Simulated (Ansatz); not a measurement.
## HfO2: equation of state with PBEsol

Crystal: HfO2.

```xyz
3
Lattice="0.0000 2.5575 2.5575 2.5575 0.0000 2.5575 2.5575 2.5575 0.0000" Properties=species:S:1:pos:R:3 pbc="T T T"
Hf    0.0000    0.0000    0.0000
O     3.8363    3.8363    3.8363
O     1.2788    1.2788    1.2788
```

Measurements of this composition are mostly on another form, of space group No. 14.

* Program: Ansatz 0.2.0
* Task: equation of state
* Functional: PBEsol
* Potentials or basis: all-electron LAPW, scalar-relativistic
* Basis error allowed: 0.001 eV/atom
* k mesh: 9 × 9 × 9
* Occupations: fermi-dirac, width 0.05 eV
* Spin: no spin polarisation

```
Equilibrium volume                      : 10.69 Å³/atom
Bulk modulus                            : 265 GPa
Pressure derivative of the bulk modulus : 4.2
```

Energy against volume, from the lowest point:
| volume (Å³/atom) | energy (meV/atom) |
| --- | --- |
| 10.483 | 3.54 |
| 10.706 | 0.00 |
| 10.929 | 4.12 |
| 11.152 | 15.10 |
| 11.375 | 32.24 |
| 11.598 | 54.91 |
| 11.821 | 82.52 |

All runs of the series together: 34 s on 2 threads of Intel(R) Xeon(R) 6975P-C (Granite Rapids), with other jobs on the host.

Spin-orbit coupling is left out, which matters for the levels of Hf.
